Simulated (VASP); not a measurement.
# P (P2/m) in VASP: a series of runs, part 2 of 2

VASP 6.6.1.

## 3. Single point, PBE

The input, INCAR:

```
PREC = Accurate
ENCUT = 650
EDIFF = 1E-6
ISMEAR = 0
SIGMA = 0.1
LREAL = False
LASPH = True
NELM = 100
ALGO = Normal
ISIF = 2
LWAVE = False
LCHARG = False
GGA = PE
ADDGRID = False
```

The input, KPOINTS:

```
regular mesh
0
Gamma
  12 12 6
```

The input, POSCAR:

```
P
1.0
    2.4246941115      0.0000000000      0.0000000000
    0.0000000000      2.4385351442      0.0000000000
   -0.0203144631      0.0000000000      4.8524328982
P
2
Direct
   -0.0009640000     -0.0137570000      0.7520410000
    1.0088450000      0.0001830000      0.2407300000
```

Potentials or basis: VASP PAW PBE potentials, release 64 (P).

The run is started by

```console
> cat potpaw_PBE.64/P/POTCAR > POTCAR
> mpirun -np 1 vasp_std > vasp.out
```

OUTCAR:

```text
PREC = Accurate
   ENCUT = 650
   EDIFF = 1E-6
   ISMEAR = 0
   LREAL = False
   LASPH = True
   NELM = 100
   ISIF = 2
   GGA = PE

 Found    436 irreducible k-points:

 Following reciprocal coordinates:
            Coordinates               Weight
  0.000000  0.000000  0.000000      1.000000
  0.083333  0.000000 -0.000000      2.000000
  0.166667  0.000000 -0.000000      2.000000
  0.250000  0.000000 -0.000000      2.000000
  0.333333  0.000000 -0.000000      2.000000
  0.416667  0.000000 -0.000000      2.000000
   k-points           NKPTS =    436   k-points in BZ     NKDIM =    436   number of bands    NBANDS=      9
   number of dos      NEDOS =    301   number of ions     NIONS =      2
   total plane-waves  NPLWV =  16000
   dimension x,y,z NGX =    20 NGY =   20 NGZ =   40
   dimension x,y,z NGXF=    40 NGYF=   40 NGZF=   80
   ions per type =               2
   NGX,Y,Z   is equivalent  to a cutoff of  13.71, 13.63, 13.70 a.u.
   NGXF,Y,Z  is equivalent  to a cutoff of  27.43, 27.27, 27.41 a.u.
 SYSTEM =  unknown system
   PREC   = accura    normal or accurate (medium, high low for compatibility)
   ISTART =      0    job   : 0-new  1-cont  2-samecut
   ICHARG =      2    charge: 1-file 2-atom 10-const
   ISPIN  =      1    spin polarized calculation?
   LNONCOLLINEAR =      F non collinear calculations
   LSORBIT =      F    spin-orbit coupling
   LASPH  =      T    aspherical Exc in radial PAW
   ENCUT  =  650.0 eV  47.77 Ry    6.91 a.u.   5.04  5.07 10.09*2*pi/ulx,y,z
   NELM   =    100;   NELMIN=  2; NELMDL= -5     # of ELM steps
   EDIFF  = 0.1E-05   stopping-criterion for ELM
   LREAL  =      F    real-space projection
   EDIFFG = 0.1E-04   stopping-criterion for IOM
   NSW    =      0    number of steps for IOM
   IBRION =     -1    ionic relax: 0-MD 1-quasi-New 2-CG
   NFREE  =      0    steps in history (QN), initial steepest desc. (CG)
   ISIF   =      2    stress and relaxation
   ISYM   =      2    0-nonsym 1-usesym 2-fastsym
   POTIM  = 0.5000    time-step for ionic-motion
   TEBEG  =    0.0;   TEEND  =   0.0 temperature during run
   PSTRESS=    0.0 pullay stress
   NELECT =      10.0000    total number of electrons
   NUPDOWN=      -1.0000    fix difference up-down
   EMIN   =  10.00;   EMAX   =-10.00  energy-range for DOS
   EFERMI =   0.00;   METHOD = LEGACY
   ISMEAR =     0;   SIGMA  =   0.10  broadening in eV -4-tet -1-fermi 0-gaus
   EFERMI_NEDOS =   21; number of points for ismear=-14 and -15
   IALGO  =     38    algorithm
   IMIX   =      4    mixing-type and parameters
     AMIX     =   0.40;   BMIX     =  1.00
     AMIX_MAG =   1.60;   BMIX_MAG =  1.00
  volume/ion in A,a.u.               =      14.35        96.81
  Fermi-wavevector in a.u.,A,eV,Ry     =   1.152107  2.177167 18.059715  1.327352
  Thomas-Fermi vector in A             =   2.288761
   LORBIT       =      0    0 simple, 1 ext, 2 COOP (PROOUT), +10 PAW based schemes
   GGA     = PE    functional components
   LHFCALC =     F    Hartree Fock is set to
   AEXX    =    0.0000 exact exchange contribution
   IVDW    =     0    specifies the selected vdW correction
   LEPSILON=     F    determine dielectric tensor
   LRPA    =     F    only Hartree local field effects (RPA)
 non-spin polarized calculation
 Gauss-broadening in eV      SIGMA  =   0.10
  energy-cutoff  :      650.00
  volume of cell :       28.69
 maximum number of plane-waves:      1102
   NGX = 11   NGY = 11   NGZ = 21

 number of electron      10.0000001 magnetization

 Free energy of the ion-electron system (eV)
  ---------------------------------------------------
  ext. energy  EPLUGINS =         0.00000000
  ---------------------------------------------------
  free energy    TOTEN  =       -10.50594085 eV

  energy without entropy =      -10.50248584  energy(sigma->0) =      -10.50421335

 E-fermi :   9.9057     XC(G=0): -11.3456

 val. band max:        9.8835910304   @ k =  -0.2500   0.4167   0.0000
 cond. band min:       9.9371044107   @ k =  -0.2500   0.0000   0.1667
 fundamental gap:      0.0535133803
 Fermi energy:         9.9056654213

 k-point     1 :       0.0000    0.0000    0.0000
  band No.  band energies     occupation
      1      -6.8172      2.00000
      2      -2.3748      2.00000
      3       1.0662      2.00000
      4      14.7861      0.00000
      5      15.0124      0.00000
      6      15.0385      0.00000
      7      16.5809      0.00000
      8      16.6525      0.00000
      9      17.7209      0.00000

 k-point     2 :       0.0833    0.0000   -0.0000
  band No.  band energies     occupation
      1      -6.6560      2.00000
      2      -2.2128      2.00000
      3       1.2122      2.00000
      4      12.5971      0.00000
      5      14.9132      0.00000
      6      15.1482      0.00000
      7      15.7977      0.00000
      8      16.7238      0.00000
      9      17.8343      0.00000

 k-point     3 :       0.1667    0.0000   -0.0000
  band No.  band energies     occupation
      1      -6.1756      2.00000
      2      -1.7289      2.00000
      3       1.6437      2.00000
      4       9.5877      1.99999
      5      13.0527      0.00000
      6      15.2896      0.00000
      7      15.5276      0.00000
      8      17.0944      0.00000
      9      18.1865      0.00000

 k-point     4 :       0.2500    0.0000   -0.0000
  band No.  band energies     occupation
      1      -5.3883      2.00000
      2      -0.9311      2.00000
      3       2.3356      2.00000
      4       6.7508      2.00000
      5      10.3934      0.00000
      6      15.8768      0.00000
      7      15.8864      0.00000
      8      16.1579      0.00000
      9      17.6799      0.00000

 k-point     5 :       0.3333    0.0000   -0.0000
  band No.  band energies     occupation
      1      -4.3284      2.00000
      2       0.1616      2.00000
      3       3.2182      2.00000
      4       4.2016      2.00000
      5       7.9308      2.00000
      6      13.3996      0.00000
      7      16.6360      0.00000
      8      16.8767      0.00000
      9      18.3621      0.00000

 k-point     6 :       0.4167    0.0000   -0.0000
  band No.  band energies     occupation
      1      -3.1190      2.00000
      2       1.4810      2.00000
      3       2.0830      2.00000
      4       4.1155      2.00000
      5       5.7752      2.00000
      6      11.5284      0.00000
      7      17.3639      0.00000
      8      17.6032      0.00000
      9      18.9687      0.00000

 [... further k-points ...]

------------------------ aborting loop because EDIFF is reached ----------------------------------------

  FORCE on cell =-STRESS in cart. coord.  units (eV):
  Direction    XX          YY          ZZ          XY          YZ          ZX
  --------------------------------------------------------------------------------------
  -------------------------------------------------------------------------------------
  Total        0.2602769      0.0634499      0.4492180     -0.0047734     -0.0129431      0.0602667
  in kB       14.5345192      3.5432014     25.0854685     -0.2665603     -0.7227751      3.3654440
  external PRESSURE =      14.3877297 kB  Pullay stress =       0.0000000 kB

 VOLUME and BASIS-vectors are now :
 -----------------------------------------------------------------------------
  energy-cutoff  :      650.00
  volume of cell :       28.69
      direct lattice vectors                 reciprocal lattice vectors
     2.424694112  0.000000000  0.000000000     0.412423157  0.000000000  0.001726589
     0.000000000  2.438535144  0.000000000     0.000000000  0.410082259  0.000000000
    -0.020314463  0.000000000  4.852432898     0.000000000  0.000000000  0.206082190

 POSITION                                       TOTAL-FORCE (eV/Angst)
 -----------------------------------------------------------------------------------
      2.40708      2.40499      3.64923         0.043428      0.062746     -0.133912
      0.01656      0.00045      1.16813        -0.043428     -0.062746      0.133912
 -----------------------------------------------------------------------------------
    total drift:                                0.000001      0.000001      0.000004

  FREE ENERGIE OF THE ION-ELECTRON SYSTEM (eV)
  ---------------------------------------------------
  free  energy   TOTEN  =       -10.5059408497 eV

  energy  without entropy=      -10.5024858423  energy(sigma->0) =      -10.50421335
```

OSZICAR:

```text
N       E                     dE             d eps       ncg     rms          rms(c)
DAV:   1     0.232104600697E+02    0.23210E+02   -0.53384E+03  7856   0.116E+03
DAV:   2    -0.960482287876E+01   -0.32815E+02   -0.31676E+02 11708   0.129E+02
DAV:   3    -0.104971203208E+02   -0.89230E+00   -0.88437E+00 10248   0.234E+01
DAV:   4    -0.105029460804E+02   -0.58258E-02   -0.58165E-02 11416   0.187E+00
DAV:   5    -0.105029677155E+02   -0.21635E-04   -0.21629E-04 10254   0.871E-02    0.669E+00
DAV:   6    -0.105038592898E+02   -0.89157E-03   -0.42652E-03 10071   0.520E-01    0.399E+00
DAV:   7    -0.105057361531E+02   -0.18769E-02   -0.49490E-03  8603   0.761E-01    0.159E-01
DAV:   8    -0.105058448724E+02   -0.10872E-03   -0.37740E-04  9616   0.152E-01    0.767E-02
DAV:   9    -0.105059380647E+02   -0.93192E-04   -0.96906E-05  8548   0.965E-02    0.282E-02
DAV:  10    -0.105059406314E+02   -0.25667E-05   -0.22307E-06 11075   0.140E-02    0.808E-03
DAV:  11    -0.105059408497E+02   -0.21837E-06   -0.67576E-07  6761   0.735E-03
   1 F= -.10505941E+02 E0= -.10504213E+02  d E =-.345501E-02
```

stdout:

```text
POSCAR found type information on POSCAR P
 POSCAR found :  1 types and       2 ions
 scaLAPACK will be used
 LDA part: xc-table for (Slater+PW92), standard interpolation
 POSCAR, INCAR and KPOINTS ok, starting setup
 FFT: planning ... GRIDC
 FFT: planning ... GRID_SOFT
 FFT: planning ... GRID
 WAVECAR not read
 entering main loop
```

It took 87 s on 1 thread of Intel Xeon Platinum 8259CL at 2.50GHz (Skylake/Cascade Lake), shared host; peak memory 0.24 GiB.

These settings aren't checked as converged: the numbers below hold their error.

What came out:

```
Free energy            : -10.5059 eV
Pressure               : 1.4 GPa
Largest force          : 0.154 eV/Å
Band gap on the k mesh : none (metal or under the smearing width)
```

## 4. Single point, PBE

INCAR: that of step 3 with these lines changed.

```diff
@@ -1,3 +1,3 @@
 PREC = Accurate
-ENCUT = 650
+ENCUT = 520
 EDIFF = 1E-6
```

The input, KPOINTS:

```
regular mesh
0
Gamma
  14 14 7
```

The input, POSCAR:

```
P
1.0
    2.4246941115      0.0000000000      0.0000000000
    0.0000000000      2.4385351442      0.0000000000
   -0.0203144631      0.0000000000      4.8524328982
P
2
Direct
    0.0000000300      0.0000000000      0.7494253600
    0.9999999700      0.0000000000      0.2505746400
```

Potentials or basis: VASP PAW PBE potentials, release 64 (P).

The run is started by

```console
> cat potpaw_PBE.64/P/POTCAR > POTCAR
> mpirun -np 1 vasp_std > vasp.out
```

OUTCAR:

```text
PREC = Accurate
   ENCUT = 520
   EDIFF = 1E-6
   ISMEAR = 0
   LREAL = False
   LASPH = True
   NELM = 100
   ISIF = 2
   GGA = PE

 Found    400 irreducible k-points:

 Following reciprocal coordinates:
            Coordinates               Weight
  0.000000  0.000000  0.000000      1.000000
  0.071429  0.000000  0.000000      2.000000
  0.142857  0.000000  0.000000      2.000000
  0.214286  0.000000  0.000000      2.000000
  0.285714  0.000000  0.000000      2.000000
  0.357143  0.000000  0.000000      2.000000
   k-points           NKPTS =    400   k-points in BZ     NKDIM =    400   number of bands    NBANDS=      9
   number of dos      NEDOS =    301   number of ions     NIONS =      2
   total plane-waves  NPLWV =  11664
   dimension x,y,z NGX =    18 NGY =   18 NGZ =   36
   dimension x,y,z NGXF=    36 NGYF=   36 NGZF=   72
   ions per type =               2
   NGX,Y,Z   is equivalent  to a cutoff of  12.34, 12.27, 12.33 a.u.
   NGXF,Y,Z  is equivalent  to a cutoff of  24.68, 24.54, 24.67 a.u.
 SYSTEM =  unknown system
   PREC   = accura    normal or accurate (medium, high low for compatibility)
   ISTART =      0    job   : 0-new  1-cont  2-samecut
   ICHARG =      2    charge: 1-file 2-atom 10-const
   ISPIN  =      1    spin polarized calculation?
   LNONCOLLINEAR =      F non collinear calculations
   LSORBIT =      F    spin-orbit coupling
[... 66 lines left out ...]
      4      14.8086      0.00000
      5      15.0166      0.00000
      6      15.0577      0.00000
      7      16.6088      0.00000
      8      16.6756      0.00000
      9      17.7351      0.00000
[... 49 lines left out ...]
 k-point     6 :       0.3571    0.0000    0.0000
  band No.  band energies     occupation
      1      -3.9627      2.00000
      2       0.5308      2.00000
      3       3.4857      2.00000
      4       3.5587      2.00000
      5       7.2855      2.00000
      6      12.7861      0.00000
      7      16.8819      0.00000
      8      17.0927      0.00000
      9      18.5781      0.00000

 [... further k-points ...]

------------------------ aborting loop because EDIFF is reached ----------------------------------------

  FORCE on cell =-STRESS in cart. coord.  units (eV):
  Direction    XX          YY          ZZ          XY          YZ          ZX
  --------------------------------------------------------------------------------------
  -------------------------------------------------------------------------------------
  Total        0.4676944      0.3679798      0.4557487      0.0000000      0.0000000      0.0128283
  in kB       26.1172373     20.5489246     25.4501599      0.0000000      0.0000000      0.7163644
  external PRESSURE =      24.0387739 kB  Pullay stress =       0.0000000 kB

 VOLUME and BASIS-vectors are now :
 -----------------------------------------------------------------------------
  energy-cutoff  :      520.00
  volume of cell :       28.69
      direct lattice vectors                 reciprocal lattice vectors
     2.424694112  0.000000000  0.000000000     0.412423157  0.000000000  0.001726589
     0.000000000  2.438535144  0.000000000     0.000000000  0.410082259  0.000000000
    -0.020314463  0.000000000  4.852432898     0.000000000  0.000000000  0.206082190

 POSITION                                       TOTAL-FORCE (eV/Angst)
 -----------------------------------------------------------------------------------
     -0.01522      0.00000      3.63654         0.000289      0.000000     -0.004913
      2.41960      0.00000      1.21590        -0.000289      0.000000      0.004913
 -----------------------------------------------------------------------------------
    total drift:                                0.000000      0.000000     -0.000000

  FREE ENERGIE OF THE ION-ELECTRON SYSTEM (eV)
  ---------------------------------------------------
  free  energy   TOTEN  =       -10.5420254244 eV

  energy  without entropy=      -10.5376579517  energy(sigma->0) =      -10.53984169
```

It took 82 s on 1 thread of Intel Xeon Platinum 8259CL at 2.50GHz (Skylake/Cascade Lake), shared host; peak memory 0.19 GiB.

The run converged, but some of its settings lie outside the range that counts as converged, so its numbers aren't taken as properties of the crystal.

Results:

* Free energy: -10.5420 eV
* Pressure: 2.4 GPa
* Largest force: 0.005 eV/Å
* Band gap on the k mesh: none (metal or under the smearing width)

## 5. For comparison

An earlier run on the cell as given: functional PBE; potentials or basis VASP PAW PBE potentials, release 64 (P); cutoff 520 eV; k mesh 11 × 11 × 6; occupations fermi-dirac, width 0.05 eV; no spin polarisation.

- Pressure: 1.9 GPa
- Largest force: 0.005 eV/Å
- Band gap on the k mesh: none (metal or under the smearing width)
